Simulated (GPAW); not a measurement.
# WC (Qusongite) (P-6m2) in GPAW: notebook

The runs below take WC (Qusongite) through band structure, with PBEsol.

Program: GPAW 26.7.0. These are calculated values, not measurements. Logs are shortened: lines on timing, memory, paths and dates and some standing lists are left out, and cuts for length are marked. The log counts tension as positive stress, the text compression.

## 1. Starting point

It takes space group P-6m2 (No. 187, hexagonal). The conventional cell has a = 2.907 Å, b = 2.907 Å, c = 2.837 Å, α = 90.00°, β = 90.00°, γ = 120.00°. Around W (site symmetry -6m2) lie 6 C at 2.20 Å. Around C (site symmetry -6m2) lie 6 W at 2.20 Å.

## 2. Band structure, PBEsol

The input, run.py:

```python
from ase.dft.bandgap import bandgap
from ase.io import read, write
from ase.units import Bohr, GPa
from gpaw import GPAW, PW, setup_paths
from gpaw.elf import elf_from_dft_calculation

setup_paths.insert(0, '.')

atoms = read('WC.xyz')

calc = GPAW(mode=PW(800),
            xc='PBEsol',
            kpts={'size': (10, 10, 9), 'gamma': True},
            occupations={'name': 'fermi-dirac', 'width': 0.05},
            nbands=19,
            convergence={'density': 1e-05, 'energy': 1e-05},
            maxiter=150,
            txt='gpaw.txt')
atoms.calc = calc
energy = atoms.get_potential_energy()
forces = atoms.get_forces()
stress = atoms.get_stress()
calc.write('gs.gpw')
write('result.traj', atoms)
print(f'Energy: {energy:.6f} eV')
print('Forces (eV/A):')
print(forces.round(4))
print('Stress (GPa):', (stress / GPa).round(3))
print('Fermi level:', round(calc.get_fermi_level(), 4), 'eV')
print(f'Gap: {bandgap(calc)[0]:.4f} eV, direct: {bandgap(calc, direct=True)[0]:.4f} eV')

# fields on the real-space grid
write('density.cube', atoms, data=calc.get_pseudo_density() * Bohr**3)
write('potential.cube', atoms, data=calc.get_electrostatic_potential())
write('elf.cube', atoms, data=elf_from_dft_calculation(calc).data)

path = atoms.cell.bandpath('GMKGALHA,LM,KH', npoints=60, eps=1e-4)
bs_calc = calc.fixed_density(kpts=path, symmetry='off', nbands=28,
                             convergence={'bands': 'CBM+6.0', 'eigenstates': 1e-6}, txt='bands.txt')
bs = bs_calc.band_structure()
bs.write('bs.json')
print(f'Gap on the path: {bandgap(bs_calc)[0]:.4f} eV')
```

The input, WC.xyz:

```xyz
2
Lattice="2.9065000000 0.0000000000 0.0000000000 -1.4532500000 2.5171028361 0.0000000000 0.0000000000 0.0000000000 2.8366000000" Properties=species:S:1:pos:R:3 pbc="T T T"
W      0.0000000000      0.0000000000      0.0000000000
C      1.4532500001      0.8390342786      1.4183000000
```

Potentials or basis: PAW data sets generated in the run's folder for this functional, pw.

Run with:

```bash
$ gpaw-setup -f PBEsol C W
$ OMP_NUM_THREADS=1 python run.py
```

gpaw.txt:

```text
__  _  _
 | _ |_)|_||  |
 |__||  | ||/\| - 26.7.0

Input parameters:
  mode=PW(ecut=800.0),
  convergence={'density': 1e-05, 'energy': 1e-05},
  kpts=MonkhorstPack(size=(10, 10, 9), gamma=True),
  maxiter=150,
  nbands=19,
  occupations=Occupations(name='fermi-dirac', width=0.05),
  xc=XC(name='PBEsol')

Diagonalizing LCAO Hamiltonian
Converting LCAO to pw mode

           C

       W

Atoms  # Å, Bohr magnetons
|   | symbol |        x |        y |        z |    initial magnetic moments |
|---|--------|----------|----------|----------|-----------------------------|
| 0 |      W | 0.000000 | 0.000000 | 0.000000 | ( 0.0000,  0.0000,  0.0000) |
| 1 |      C | 1.453250 | 0.839034 | 1.418300 | ( 0.0000,  0.0000,  0.0000) |

Unit cell  # Å
| periodic |         x |        y |        z |  lengths |     angles |
|----------|-----------|----------|----------|----------|------------|
|      yes |  2.906500 | 0.000000 | 0.000000 | 2.906500 |  90.000000 |
|      yes | -1.453250 | 2.517103 | 0.000000 | 2.906500 |  90.000000 |
|      yes |  0.000000 | 0.000000 | 2.836600 | 2.836600 | 120.000000 |

Number of symmetries: 12
Symmetry operations  # r_c * U_cc + t_c -> r_c
|    | kind |            matrix            |
|----|------|------------------------------|
|  0 |  σ   |  1, 1, 0,  0,-1, 0,  0, 0, 1 |
|  1 |  C2  |  1, 1, 0,  0,-1, 0,  0, 0,-1 |
|  2 |  E   |  1, 0, 0,  0, 1, 0,  0, 0, 1 |
|  3 |  σ   |  1, 0, 0,  0, 1, 0,  0, 0,-1 |
|  4 |  C3  |  0, 1, 0, -1,-1, 0,  0, 0, 1 |
|  5 |  S3  |  0, 1, 0, -1,-1, 0,  0, 0,-1 |
|  6 |  σ   |  0,-1, 0, -1, 0, 0,  0, 0, 1 |
|  7 |  C2  |  0,-1, 0, -1, 0, 0,  0, 0,-1 |
|  8 |  σ   | -1, 0, 0,  1, 1, 0,  0, 0, 1 |
|  9 |  C2  | -1, 0, 0,  1, 1, 0,  0, 0,-1 |
| 10 |  C3  | -1,-1, 0,  1, 0, 0,  0, 0, 1 |
| 11 |  S3  | -1,-1, 0,  1, 0, 0,  0, 0,-1 |

BZ-sampling:
  Number of BZ points: 900
  Number of IBZ points: 70

  Monkhorst-Pack size: [10, 10, 9]
  Monkhorst-Pack shift: [0.05, 0.05, 0.0]

K-points  # in reciprocal-cell coordinates
|     |                                coordinates |     weight |
|-----|--------------------------------------------|------------|
|   0 | (  0.00000000,   0.00000000,   0.00000000) | 0.00111111 |
|   1 | (  0.00000000,   0.00000000,   0.11111111) | 0.00222222 |
|   2 | (  0.00000000,   0.00000000,   0.22222222) | 0.00222222 |
|   3 | (  0.00000000,   0.00000000,   0.33333333) | 0.00222222 |
|   4 | (  0.00000000,   0.00000000,   0.44444444) | 0.00222222 |
|   5 | (  0.10000000,   0.00000000,   0.00000000) | 0.00666667 |
|   6 | (  0.10000000,   0.00000000,   0.11111111) | 0.01333333 |
|   7 | (  0.10000000,   0.00000000,   0.22222222) | 0.01333333 |
|   8 | (  0.10000000,   0.00000000,   0.33333333) | 0.01333333 |
|   9 | (  0.10000000,   0.00000000,   0.44444444) | 0.01333333 |
| ... |                                            |            |
|  69 | (  0.50000000,   0.50000000,   0.44444444) | 0.00666667 |

Plane wave coefficients: 1083
Cutoff: 800.0 eV

Spin-components: 1 (collinear spins)
Bands:           19
Projectors:      11
Spin-degeneracy: 2
Datatype:        complex128

Parallelization:
  kpt:    1
  domain: 1
  band:   1

Density:
  Valence electrons: 18.0
  Components: 1
  Grid points: [20 20 20]
  Charge: 0.0  # |e|

Potential:
  Grid points: [20 20 20]

species:
  W:
    name:    Tungsten
    Z:       74.0
    valence: 14
    core:    60
    charge:  0.0  # [|e|]
    compensation charges:
      type: gauss
      rc: 0.40  # [Å]
      lmax: 2
    cutoffs:
      filter: 2.36  # [Å]
      core: 3.02  # [Å]
    projectors
    | kind |    occ | energy [eV] | rcut [Å] |
    |------|--------|-------------|----------|
    |   5s |  2.000 |     -78.864 |    1.344 |
    |   6s |  2.000 |      -5.730 |    1.344 |
    |   5p |  6.000 |     -43.252 |    1.355 |
    |   6p |  0.000 |      -1.338 |    1.355 |
    |   5d |  4.000 |      -4.526 |    1.228 |
    |    d |        |      22.686 |    1.228 |

    Using partial waves for W as LCAO basis

  C:
    name:    Carbon
    Z:       6.0
    valence: 4
    core:    2
    charge:  0.0  # [|e|]
    compensation charges:
      type: gauss
      rc: 0.20  # [Å]
      lmax: 2
    cutoffs:
      filter: 1.14  # [Å]
      core: 1.14  # [Å]
    projectors
    | kind |    occ | energy [eV] | rcut [Å] |
    |------|--------|-------------|----------|
    |   2s |  2.000 |     -13.648 |    0.635 |
    |   2p |  2.000 |      -5.232 |    0.635 |
    |    s |        |      13.563 |    0.635 |
    |    p |        |      21.979 |    0.635 |
    |    d |        |       0.000 |    0.635 |

    Using partial waves for C as LCAO basis

Reference energy: -439665.733139  # eV

eigensolver:
  PPCG
  Converge bands: occupied
  niter=2

density mixing:
  MSR1-Mixer
  Pratt-step length: 0.05
  Maximum mixing coefficient: 0.75
  Old densities: 10
  SVD Regularization: 0.005
  Good broyden scale: 1.0
  Trust region scale: 1.0
  Backstep threshold: 4.0
  History deletion threshold: 6.0
  Fourier metric: weight=20.0, sigma=0.015

occupation numbers:
  Fermi-Dirac:
    width: 0.0500  # eV

poisson solver:
  ecut: 6400.0  # eV

xc functional:
  name: PBEsol with 2 nearest neighbor stencil

convergence criteria:
- Maximum integral of absolute [dens]ity change: 1e-05 electrons / valence electron
- Maximum [total energy] change in last 3 cyles: 1e-05 eV / valence electron
- Maximum integral of absolute [eigenst]ate change: 4e-08 eV^2 / valence electron
maximum number of iterations: 150

SCF iterations
|iter     | |      energy | eigst |  dens |
|---------|-|-------------|-------|-------|
|iter:   1| |  -24.024282 | -0.12 |       |
|iter:   2| |  -23.571218 | -2.68 | -0.94 |
|iter:   3| |  -22.551870 | -1.72 | -1.00 |
|iter:   4| |  -22.556380 | -3.64 | -1.71 |
|iter:   5| |  -22.561263 | -3.72 | -1.95 |
|iter:   6| |  -22.561227 | -5.65 | -3.08 |
|iter:   7| |  -22.561229c| -6.96 | -3.65 |
|iter:   8| |  -22.561229c| -8.37c| -4.33 |
|iter:   9| |  -22.561229c| -8.50c| -5.02c|

Converged in 9 steps
Energy contributions relative to reference atoms: (reference = -439665.733139)

Energy contributions:
  Kinetic:          14.404239
  Coulomb:         -16.297975
  Zero:              0.018867
  External:          0.000000
  Xc:              -20.685466
  Entropy:          -0.001790
  Spinorbit:         0.000000
  ----------------------------
  Free energy:     -22.562125
  Extrapolated:    -22.561229

dipole moment: (-4.693034, -9.822859, -10.592344)  # |e|*Ang

Fermi level: 13.986
Eigenvalues  # (at kpt = [0.000, 0.000, 0.000])
| band index |      eig [eV] | occ [0-2] |
|------------|---------------|-----------|
|          0 |       -59.743 |     2.000 |
|          1 |       -23.988 |     2.000 |
|          2 |       -23.881 |     2.000 |
|          3 |       -23.881 |     2.000 |
|          4 |        -0.405 |     2.000 |
|          5 |         9.679 |     2.000 |
[... 8 lines left out ...]
|         14 |        28.327 |     0.000 |
|         15 |        30.756 |     0.000 |
|        ... |               |           |
|         18 |        37.950 |     0.000 |

No gap
No difference between direct/indirect transitions

Forces  # eV/Ang
|        x |       y |       z |
|----------|---------|---------|
|  0.00000 | 0.00000 | 0.00000 |  # W    0
| -0.00000 | 0.00000 | 0.00000 |  # C    1

Stress tensor  # eV/Ang^3
|        x |        y |        z |
|----------|----------|----------|
| 0.021939 | 0.000000 | 0.000000 |
| 0.000000 | 0.021939 | 0.000000 |
| 0.000000 | 0.000000 | 0.030650 |

# Writing to gs.gpw (mode='')
```

Run time: 38 s. Hardware: 1 thread of Arm Neoverse V1, shared host; peak memory 0.24 GiB.

What came out:

| Item | Value |
| --- | --- |
| Free energy | -22.5621 eV |
| Pressure | -4.0 GPa |
| Band gap along the path | none (metal or under the smearing width) |

Stress tensor (GPa, compression positive):
```
-3.51  0.00  0.00
 0.00 -3.51  0.00
 0.00  0.00 -4.91
```

Levels at the corners of the path, in eV from the Fermi level:
| point | band 7 | band 8 | band 9 | band 10 | band 11 | band 12 |
| --- | --- | --- | --- | --- | --- | --- |
| Γ | -3.32 | -3.32 | 0.11 | 3.22 | 3.22 | 5.65 |
| M | -3.60 | -3.57 | -0.44 | 2.33 | 4.54 | 4.90 |
| K | -4.57 | -3.44 | 0.60 | 1.00 | 2.07 | 3.22 |
| Γ | -3.32 | -3.32 | 0.11 | 3.22 | 3.22 | 5.65 |
| A | -2.00 | -2.00 | -0.59 | -0.59 | 3.69 | 4.54 |
| L | -4.30 | -4.18 | 0.30 | 4.44 | 5.32 | 6.66 |
| H | -5.39 | -1.59 | -0.64 | 4.41 | 6.41 | 7.62 |
| A | -2.00 | -2.00 | -0.59 | -0.59 | 3.69 | 4.54 |
| L | -4.30 | -4.18 | 0.30 | 4.44 | 5.32 | 6.66 |
| M | -3.60 | -3.57 | -0.44 | 2.33 | 4.54 | 4.90 |
| K | -4.57 | -3.44 | 0.60 | 1.00 | 2.07 | 3.22 |
| H | -5.39 | -1.59 | -0.64 | 4.41 | 6.41 | 7.62 |

Caveat: spin-orbit coupling is left out, which moves the levels of the heavy elements.

## 3. Band structure, PBEsol, spin-orbit coupling, no magnetisation

The input, run.py:

```python
import numpy as np
from ase.dft.bandgap import bandgap
from ase.io import read, write
from ase.units import GPa
from gpaw import GPAW, PW, setup_paths
from gpaw.spinorbit import soc_eigenstates

setup_paths.insert(0, '.')

atoms = read('POSCAR')

calc = GPAW(mode=PW(800),
            xc='PBEsol',
            kpts={'size': (7, 7, 7), 'gamma': True},
            occupations={'name': 'fermi-dirac', 'width': 0.05},
            nbands=19,
            convergence={'density': 1e-05, 'energy': 1e-05},
            maxiter=150,
            txt='gpaw.txt')
atoms.calc = calc
energy = atoms.get_potential_energy()
forces = atoms.get_forces()
stress = atoms.get_stress()
calc.write('gs.gpw')
write('result.traj', atoms)
print(f'Energy: {energy:.6f} eV')
print('Forces (eV/A):')
print(forces.round(4))
print('Stress (GPa):', (stress / GPa).round(3))
print('Fermi level:', round(calc.get_fermi_level(), 4), 'eV')
print(f'Gap: {bandgap(calc)[0]:.4f} eV, direct: {bandgap(calc, direct=True)[0]:.4f} eV')

path = atoms.cell.bandpath('GMKGALHA,LM,KH', npoints=80, eps=1e-4)
bs_calc = calc.fixed_density(kpts=path, symmetry='off', nbands=28,
                             convergence={'bands': 'CBM+6.0', 'eigenstates': 1e-6}, txt='bands.txt')
bs = bs_calc.band_structure()
bs.write('bs.json')
print(f'Gap on the path: {bandgap(bs_calc)[0]:.4f} eV')

soc = soc_eigenstates(bs_calc, theta=90, phi=0)
np.savetxt('soc_bands.dat', soc.eigenvalues(), fmt='%.4f')
mesh = soc_eigenstates('gs.gpw', theta=90, phi=0)
np.savetxt('soc_mesh.dat', mesh.eigenvalues(), fmt='%.4f')
print('Fermi level with spin-orbit coupling:', round(mesh.fermi_level, 4), 'eV')
```

The input, POSCAR:

```
WC
1.0
    2.9065000000      0.0000000000      0.0000000000
   -1.4532500000      2.5171028361      0.0000000000
    0.0000000000      0.0000000000      2.8366000000
W C
1 1
Direct
    0.0000000000      0.0000000000      0.0000000000
    0.6666666667      0.3333333333      0.5000000000
```

Potentials or basis: PAW data sets generated in the run's folder for this functional, pw.

Run with:

```bash
$ gpaw-setup -f PBEsol C W
$ OMP_NUM_THREADS=1 python run.py
```

gpaw.txt:

```text
__  _  _
 | _ |_)|_||  |
 |__||  | ||/\| - 26.7.0

Input parameters:
  mode=PW(ecut=800.0),
  convergence={'density': 1e-05, 'energy': 1e-05},
  kpts=MonkhorstPack(size=(7, 7, 7), gamma=True),
  maxiter=150,
  nbands=19,
  occupations=Occupations(name='fermi-dirac', width=0.05),
  xc=XC(name='PBEsol')

Diagonalizing LCAO Hamiltonian
Converting LCAO to pw mode

           C

       W

Atoms  # Å, Bohr magnetons
|   | symbol |        x |        y |        z |    initial magnetic moments |
|---|--------|----------|----------|----------|-----------------------------|
| 0 |      W | 0.000000 | 0.000000 | 0.000000 | ( 0.0000,  0.0000,  0.0000) |
| 1 |      C | 1.453250 | 0.839034 | 1.418300 | ( 0.0000,  0.0000,  0.0000) |

Unit cell  # Å
| periodic |         x |        y |        z |  lengths |     angles |
|----------|-----------|----------|----------|----------|------------|
|      yes |  2.906500 | 0.000000 | 0.000000 | 2.906500 |  90.000000 |
|      yes | -1.453250 | 2.517103 | 0.000000 | 2.906500 |  90.000000 |
|      yes |  0.000000 | 0.000000 | 2.836600 | 2.836600 | 120.000000 |

Number of symmetries: 12
Symmetry operations  # r_c * U_cc + t_c -> r_c
|    | kind |            matrix            |
|----|------|------------------------------|
|  0 |  σ   |  1, 1, 0,  0,-1, 0,  0, 0, 1 |
|  1 |  C2  |  1, 1, 0,  0,-1, 0,  0, 0,-1 |
|  2 |  E   |  1, 0, 0,  0, 1, 0,  0, 0, 1 |
|  3 |  σ   |  1, 0, 0,  0, 1, 0,  0, 0,-1 |
|  4 |  C3  |  0, 1, 0, -1,-1, 0,  0, 0, 1 |
|  5 |  S3  |  0, 1, 0, -1,-1, 0,  0, 0,-1 |
[... 131 lines left out ...]

convergence criteria:
- Maximum integral of absolute [dens]ity change: 1e-05 electrons / valence electron
- Maximum [total energy] change in last 3 cyles: 1e-05 eV / valence electron
- Maximum integral of absolute [eigenst]ate change: 4e-08 eV^2 / valence electron
maximum number of iterations: 150

SCF iterations
|iter     | |      energy | eigst |  dens |
|---------|-|-------------|-------|-------|
|iter:   1| |  -24.022184 | -0.12 |       |
|iter:   2| |  -23.567637 | -2.67 | -0.94 |
|iter:   3| |  -22.543919 | -1.72 | -1.00 |
|iter:   4| |  -22.546841 | -3.57 | -1.71 |
|iter:   5| |  -22.551637 | -3.69 | -1.94 |
|iter:   6| |  -22.551516 | -5.42 | -2.97 |
|iter:   7| |  -22.551524c| -6.99 | -3.65 |
|iter:   8| |  -22.551523c| -8.23c| -4.23 |
|iter:   9| |  -22.551523c| -7.93c| -4.95 |
|iter:  10| |  -22.551523c| -9.00c| -5.51c|

Converged in 10 steps
Energy contributions relative to reference atoms: (reference = -439665.733139)

Energy contributions:
  Kinetic:          14.629497
  Coulomb:         -16.518931
  Zero:              0.018724
  External:          0.000000
  Xc:              -20.679198
  Entropy:          -0.003229
  Spinorbit:         0.000000
  ----------------------------
  Free energy:     -22.553137
  Extrapolated:    -22.551523

dipole moment: (-4.690661, -9.824523, -10.592593)  # |e|*Ang

Fermi level: 14.100
Eigenvalues  # (at kpt = [0.000, 0.000, 0.000])
| band index |      eig [eV] | occ [0-2] |
|------------|---------------|-----------|
|          0 |       -59.748 |     2.000 |
|          1 |       -24.005 |     2.000 |
|          2 |       -23.879 |     2.000 |
|          3 |       -23.879 |     2.000 |
|          4 |        -0.409 |     2.000 |
|          5 |         9.674 |     2.000 |
[... 9 lines left out ...]
|         15 |        30.748 |     0.000 |
|         16 |        30.748 |     0.000 |
|        ... |               |           |
|         18 |        37.951 |     0.000 |

No gap
No difference between direct/indirect transitions

Forces  # eV/Ang
|        x |       y |       z |
|----------|---------|---------|
| -0.00000 | 0.00000 | 0.00000 |  # W    0
|  0.00000 | 0.00000 | 0.00000 |  # C    1

Stress tensor  # eV/Ang^3
|         x |         y |        z |
|-----------|-----------|----------|
|  0.020971 | -0.000000 | 0.000000 |
| -0.000000 |  0.020971 | 0.000000 |
|  0.000000 |  0.000000 | 0.026149 |

# Writing to gs.gpw (mode='')
```

bands.txt:

```text
Diagonalizing LCAO Hamiltonian
Converting LCAO to pw mode
convergence criteria:
- Maximum integral of absolute [eigenst]ate change: 1e-06 eV^2 / valence electron
maximum number of iterations: 150

SCF iterations
|iter     | |      energy | eigst |  dens |
|---------|-|-------------|-------|-------|
|iter:   1| |             | +0.08 |       |
[... 84 lines left out ...]
         [0.33333333, 0.33333333, 0.11111111],
         [0.33333333, 0.33333333, 0.16666667],
         [0.33333333, 0.33333333, 0.22222222],
         [0.33333333, 0.33333333, 0.27777778],
         [0.33333333, 0.33333333, 0.33333333],
         [0.33333333, 0.33333333, 0.38888889],
         [0.33333333, 0.33333333, 0.44444444],
         [0.33333333, 0.33333333, 0.5       ]])),
  maxiter=150,
  nbands=28,
  occupations=Occupations(name='fermi-dirac', width=0.05),
  symmetry=Symmetry(point_group=False, time_reversal=False),
  xc=XC(name='PBEsol')
```

Wall time 31 s (1 thread of Arm Neoverse V1, shared host); peak memory 0.25 GiB.

Results:

```yaml
Free_energy: -22.5531 eV
Pressure: -3.6 GPa
Band_gap_along_the_path: none (metal or under the smearing width)
```

Levels at the corners of the path, in eV from the Fermi level:
| point | band 16 | band 17 | band 18 | band 19 | band 20 | band 21 |
| --- | --- | --- | --- | --- | --- | --- |
| Γ | -3.30 | 0.00 | 0.00 | 2.86 | 2.86 | 3.28 |
| M | -3.70 | -0.53 | -0.53 | 2.17 | 2.17 | 4.23 |
| K | -3.50 | 0.22 | 0.57 | 0.64 | 1.11 | 1.92 |
| Γ | -3.30 | 0.00 | 0.00 | 2.86 | 2.86 | 3.28 |
| A | -2.10 | -0.99 | -0.99 | -0.40 | -0.40 | 3.47 |
| L | -4.28 | 0.26 | 0.26 | 4.25 | 4.25 | 5.09 |
| H | -1.58 | -0.75 | -0.52 | 4.14 | 4.24 | 6.19 |
| A | -2.10 | -0.99 | -0.99 | -0.40 | -0.40 | 3.47 |
| L | -4.28 | 0.26 | 0.26 | 4.25 | 4.25 | 5.09 |
| M | -3.70 | -0.53 | -0.53 | 2.17 | 2.17 | 4.23 |
| K | -3.50 | 0.22 | 0.57 | 0.64 | 1.11 | 1.92 |
| H | -1.58 | -0.75 | -0.52 | 4.14 | 4.24 | 6.19 |

Caveat: spin-orbit coupling was added after a scalar SCF, so levels and gaps hold it while energy, forces, pressure and moments don't; this program's spin-orbit splittings come out too wide for heavy elements.
